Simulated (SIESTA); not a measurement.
Something may be wrong with this SIESTA 5.4.2 calculation of SrO.

The input run.py:

```python
from ase import Atoms
from ase.calculators.siesta import Siesta
from ase.units import Ry, GPa

atoms = Atoms(
    ['Sr', 'O'],
    cell=[
        [0.0, 2.5663, 2.5663],
        [2.5663, 0.0, 2.5663],
        [2.5663, 2.5663, 0.0],
    ],
    scaled_positions=[
        [0.5, 0.5, 0.5],
        [0.0, 0.0, 0.0],
    ],
    pbc=True,
)

fdf = {
    'SCFMustConverge': False,
    'OccupationFunction': 'FD',
    'ElectronicTemperature': '0.05 eV',
    'MaxSCFIterations': '100',
    'SCF.Mixer.Method': 'Pulay',
    'SCF.Mixer.Weight': '0.25',
    'SCF.Mixer.History': '8',
    'SCF.DM.Tolerance': '5.0e-05',
    'SCF.H.Tolerance': '1.0e-03 eV',
    'WriteForces': 'true',
    'Charge.Mulliken': 'end',
    'PAO.Basis': ['Sr.1 5', 'n=4 0 2', '  3.897 0.000', 'n=5 0 2', '  9.500 0.000', 'n=4 1 2', '  4.631 0.000', 'n=5 1 1', '  9.500', 'n=4 2 1', '  7.000'],
    'SolutionMethod': 'davidson',
}
calc = Siesta(
    label="SrO",
    command="siesta < PREFIX.fdf > PREFIX.out",
    pseudo_path="pseudos",
    pseudo_qualifier="",
    xc=('GGA', 'PBE'),
    basis_set="DZP",
    mesh_cutoff=800 * Ry,
    energy_shift=0.003 * Ry,
    kpts=[9, 9, 9],
    spin="non-polarized",
    fdf_arguments=fdf,
)
atoms.calc = calc

print(f"energy = {atoms.get_potential_energy():.6f} eV")
free = atoms.get_potential_energy(force_consistent=True)
print(f"free energy = {free:.6f} eV")
print("forces (eV/A):")
print(atoms.get_forces(apply_constraint=False).round(6))
print("stress (GPa, Voigt order, tension positive):", (atoms.get_stress() / GPa).round(4))
```

Potentials or basis: PseudoDojo 0.4 standard (PBE files), DZP (energy shift 0.003 Ry; two zetas on semicore shells; d shell added on Sr).

Launch:

```bash
$ python run.py
```

Output:

```text
redata: The method of solution must be either OrderN, OMM, Diagon, Transiesta, or Dummy
Stopping Program from Node:    0

Program received signal SIGABRT: Process abort signal.

Backtrace for this error:
#0  0x50b0c355f957 in ???
#1  0x50b0ceb94cac in __pthread_kill_implementation
#2  0x50b0ceb3bfb7 in raise
#3  0x50b0ceb25d37 in abort
#4  0x50b0c37e0e27 in ???
#5  0x50b0c35990bb in audit_list_next
#6  0x50b0c359061f in dfs_traversal.part.0
#7  0x50b0ceb26573 in __libc_start_call_main
#8  0x50b0ceb26657 in __libc_start_main_impl
#9  0x50b0c35907af in _dl_sort_maps
#10  0xffffffffffffffff in ???
Aborted
Traceback (most recent call last):
ase.calculators.calculator.CalculationFailed: Calculator "siesta" failed with command "siesta < SrO.fdf > SrO.out" failed in <dir> with error code 134
```

Q: How did it end, and where is the flaw?

A: The program refused the input. The input holds a flaw that was put in on purpose: solution method that doesn't exist (SolutionMethod = davidson).
